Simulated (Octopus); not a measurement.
**MgS under changes of volume**

One of the cells (22.740 Å³/atom); the others are scaled copies at fixed shape and fractional positions:

```xyz
2
Lattice="0.0000 2.8331 2.8331 2.8331 0.0000 2.8331 2.8331 2.8331 0.0000" Properties=species:S:1:pos:R:3 pbc="T T T"
S     1.4166    1.4166    1.4166
Mg    0.0000    0.0000    0.0000
```

The cell comes from a database or a generator and needn't be the stable form of this composition.

* Program: Octopus 16.4
* Functional: PBE
* Potentials or basis: pseudodojo_pbe (PseudoDojo 0.5, PBE)
* Grid spacing: 0.129 Å
* k mesh: 8 × 8 × 8
* Occupations: fermi-dirac, width 0.05 eV
* Spin: no spin polarisation

```tsv
volume (Å³/atom)	energy over the lowest point (meV/atom)	gap on the mesh (eV)
21.376	34.04	3.75
21.831	19.59	3.65
22.285	?	?
22.740	2.67	3.44
23.195	0.00	3.34
23.650	1.20	3.25
24.105	5.61	3.16
```

What does the run at 22.285 Å³/atom give?

Energy over the lowest point 8.94 meV/atom; gap on the mesh 3.54 eV.

Worked out: A Birch-Murnaghan fit of order 3 (a polynomial in V^(-2/3)) to the other rows has its minimum at 23.29 Å³/atom with B0 = V·E''(V) = 66 GPa (rough, since the energies scatter). It gives 9.15 meV/atom at 22.285 Å³/atom, against the run's 8.94. A straight line through the other rows of the gap, of slope -4.95 eV per unit of ln V (its deformation potential), gives 3.54 eV, against the run's 3.54.

Energies are extrapolated to zero smearing.

A mesh can miss the band edges.
